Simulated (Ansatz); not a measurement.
Input of an Ansatz 0.2.0 run:

The input input.yaml:

```yaml
crystal:
  lattice:
    - [-2.574489719, 2.574489719, 1.3974126432]
    - [2.574489719, -2.574489719, 1.3974126432]
    - [2.574489719, 2.574489719, -1.3974126432]
  atoms:
    - { symbol: Ge, position: [0.5, 0.5, 0.0] }
    - { symbol: Ge, position: [0.25, 0.75, 0.5] }
kpoints:
  mp_grid: { grid: [11, 11, 11] }
scf:
  occupations: { method: gaussian, width: 0.024 }
hamiltonian:
  xc: pbe
  pseudopotentials: { kind: all_electron, lapw: { basis_error: 0.001 } }
output:
  forces: true
  stress: true
  eigenvalues: true
```

Potentials or basis: all-electron LAPW, scalar-relativistic.

Launch:

```console
$ ansatz run input.yaml --threads 1 --pin off --max-ram 3072MiB --backend cpu --events-out ev --progress --plain --runs-dir out
```

What does it give for the band gap on the k mesh?

None (metal or under the smearing width).

Predict the pressure.

3.3 GPa.

Stress tensor (GPa, compression positive):
```
3.11 0.00 0.00
0.00 3.11 0.00
0.00 0.00 3.54
```
